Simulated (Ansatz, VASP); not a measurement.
This is a calculation of MgS for VASP 6.6.1.

The input INCAR:

```
ALGO     = Normal         # electronic algorithm
EDIFF    = 1E-6           # SCF threshold, eV
ENCUT    = 520            # plane-wave cutoff, eV
ISIF     = 2              # what is computed and relaxed
ISMEAR   = -1             # smearing method
LASPH    = True           # aspherical terms in the spheres
LCHARG   = True           # write CHGCAR
LELF     = True           # ELF
LREAL    = False          # projectors in reciprocal space
LVHAR    = True         
LWAVE    = False          # write WAVECAR
NBANDS   = 11             # bands
NELM     = 80             # most SCF steps
PREC     = Accurate       # precision mode
SIGMA    = 0.05           # smearing width, eV
```

KPOINTS

```
k-points
0
Gamma
  8 8 8
```

File POSCAR:

```
MgS
1.0
    0.0000000000      2.8886855272      2.8886855272
    2.8886855272      0.0000000000      2.8886855272
    2.8886855272      2.8886855272      0.0000000000
S Mg
1 1
Direct
    0.2500000000      0.2500000000      0.2500000000
    0.0000000000      0.0000000000      0.0000000000
```

Potentials or basis: VASP PAW LDA potentials, release 64 (S, Mg).

Run with:

```bash
$ cat potpaw_LDA.64/S/POTCAR potpaw_LDA.64/Mg/POTCAR > POTCAR
$ mpirun -np 1 vasp_std > vasp.out
```

Task: Translate it to Ansatz 0.2.0. Potentials there: all-electron LAPW, scalar-relativistic.

Result: As run (the cutoff follows the program's own potentials):

input.yaml

```yaml
crystal:
  lattice:
    - [0.0, 2.8886855272, 2.8886855272]
    - [2.8886855272, 0.0, 2.8886855272]
    - [2.8886855272, 2.8886855272, 0.0]
  atoms:
    - { symbol: S, position: [0.25, 0.25, 0.25] }
    - { symbol: Mg, position: [0.0, 0.0, 0.0] }
kpoints:
  mp_grid: { grid: [8, 8, 8] }
scf:
  occupations: { method: fermi_dirac, width: 0.05 }
hamiltonian:
  xc: lda
  pseudopotentials: { kind: all_electron, lapw: { basis_error: 0.001 } }
output:
  forces: true
  stress: true
  eigenvalues: true
```

Potentials or basis: all-electron LAPW, scalar-relativistic.

Command:

```bash
$ ansatz run input.yaml --threads 1 --pin off --max-ram 3072MiB --backend cpu --events-out ev --progress --plain --runs-dir out
```

Both were run:

|  | VASP | Ansatz | Ansatz less VASP |
| --- | --- | --- | --- |
| gap on the k mesh at the Fermi level (eV) | 2.90 | 2.89 | -0.008 |
| least direct gap on the mesh (eV) | 2.90 | 2.89 | -0.008 |
| pressure (GPa) | -5.2 | -4.9 | +0.34 |

Ansatz ran all-electron here, so the differences hold the error of VASP's frozen core and of both bases.
